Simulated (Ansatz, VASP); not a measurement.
**ScAl in VASP and in Ansatz**

Contents of POSCAR:

```
ScAl
1.0
    3.3703490000      0.0000000000      0.0000000000
    0.0000000000      3.3703490000      0.0000000000
    0.0000000000      0.0000000000      3.3703490000
Sc Al
1 1
Direct
    0.5000000000      0.5000000000      0.5000000000
    0.0000000000      0.0000000000      0.0000000000
```

Contents of INCAR.step1:

```
PREC = Accurate
ENCUT = 520
ISMEAR = 1
SIGMA = 0.5
LREAL = F
LASPH = T
NELM = 80
NBANDS = 14
GGA = PE
ALGO = Normal
EDIFF = 1E-4
LWAVE = T
LCHARG = F
```

The input INCAR.step2:

```
PREC = Accurate
ENCUT = 520
EDIFF = 1E-6
ISMEAR = 1
SIGMA = 0.5
LREAL = F
LASPH = T
NELM = 80
ALGO = Normal
ISIF = 2
LWAVE = F
LCHARG = T
METAGGA = R2SCAN
LMIXTAU = T
LELF = T
LVHAR = T
NBANDS = 14
ISTART = 1
```

KPOINTS

```
Automatic mesh
0
Gamma
  10 10 10
```

Input for Ansatz:

```yaml
crystal:
  lattice:
    - [3.370349, 0.0, 0.0]
    - [0.0, 3.370349, 0.0]
    - [0.0, 0.0, 3.370349]
  atoms:
    - { symbol: Sc, position: [0.49999999999999994, 0.49999999999999994, 0.49999999999999994] }
    - { symbol: Al, position: [0.0, 0.0, 0.0] }
kpoints:
  mp_grid:
    grid: [10, 10, 10]
hamiltonian:
  xc: r2scan
scf:
  occupations:
    method: cold
    width: 0.5
output:
  forces: true
  stress: true
```

The cell comes from a database or a generator and needn't be the stable form of this composition.

Alike in both runs: task single point; functional r2SCAN; k mesh 10 × 10 × 10; no spin polarisation.

```csv
,VASP,Ansatz
version,VASP 6.6.1,Ansatz 0.2.0
potentials or method,"VASP PAW PBE potentials, release 64 (Sc_sv, Al)","plane waves, PAW"
plane-wave cutoff (eV),520,500
occupations,"methfessel-paxton of order 1, width 0.5 eV","cold, width 0.5 eV"
valence electrons in the cell,14,14
```

```csv
,VASP,Ansatz,Ansatz less VASP
pressure (GPa),0.0,0.0,-0.03
```

Caveats: the PAW data sets were made with another functional, which shifts forces and pressure a little (VASP).
